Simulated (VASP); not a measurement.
Set up this calculation in VASP 6.6.1, as the native input.

```
Task                   : relaxation of cell and atoms
Functional             : PBE
Potentials or basis    : VASP PAW PBE potentials, release 64 (Ni)
Cutoff                 : 520 eV
k mesh                 : 12 × 12 × 12
Occupations            : gaussian, width 0.1 eV
Spin                   : collinear spin, ferromagnetic start
Starting moments       : [0.8] μB
Further INCAR settings : ALGO = Normal; EDIFF = 1e-07; IBRION = 2; EDIFFG = -0.002; NSW = 80; ISIF = 3
```

The structure of Ni lies in POSCAR:

```
Ni
1.0
    0.0000000000      1.7619350000      1.7619350000
    1.7619350000      0.0000000000      1.7619350000
    1.7619350000      1.7619350000      0.0000000000
Ni
1
Direct
    0.0000000000      0.0000000000      0.0000000000
```

These files were run (other wordings do the same):

INCAR

```
SYSTEM = Ni
ALGO = Normal ; EDIFF = 1E-7
EDIFFG = -0.002 ; ENCUT = 520
GGA = PE ; IBRION = 2
ISIF = 3 ; ISMEAR = 0
ISPIN = 2 ; LASPH = .TRUE.
LCHARG = .FALSE. ; LMAXMIX = 4
LORBIT = 11 ; LREAL = .FALSE.
LWAVE = .FALSE. ; MAGMOM = 0.8
NELM = 150 ; NSW = 80
PREC = Accurate ; SIGMA = 0.1
```

KPOINTS

```
k-points
0
G
  12 12 12
  0 0 0
```

Potentials or basis: VASP PAW PBE potentials, release 64 (Ni).

The run is started by

```console
$ cat potpaw_PBE.64/Ni/POTCAR > POTCAR
$ mpirun -np 1 vasp_std > vasp.out
```

It gave:

The relaxed volume is 10.91 Å³/atom and the relaxed cell is a = 2.489 Å, b = 2.489 Å, c = 2.489 Å, α = 60.00°, β = 60.00°, γ = 60.00°. The space group after relaxing (to 0.05 Å) is Fm-3m (No. 225), the energy gained by relaxing is 0.1 meV/atom and the ionic steps are 3. The pressure after relaxing is 0.0 GPa and the band gap on the k mesh is none (metal or under the smearing width). The net moment is 0.68 μB per cell, the site moments are Ni +0.69 μB and the valence electrons inside the program's atomic spheres are Ni 9.30.

Wall time 25 s on 1 thread of Intel(R) Xeon(R) Platinum 8488C (Sapphire Rapids), on a shared host, peak memory 0.13 GiB.
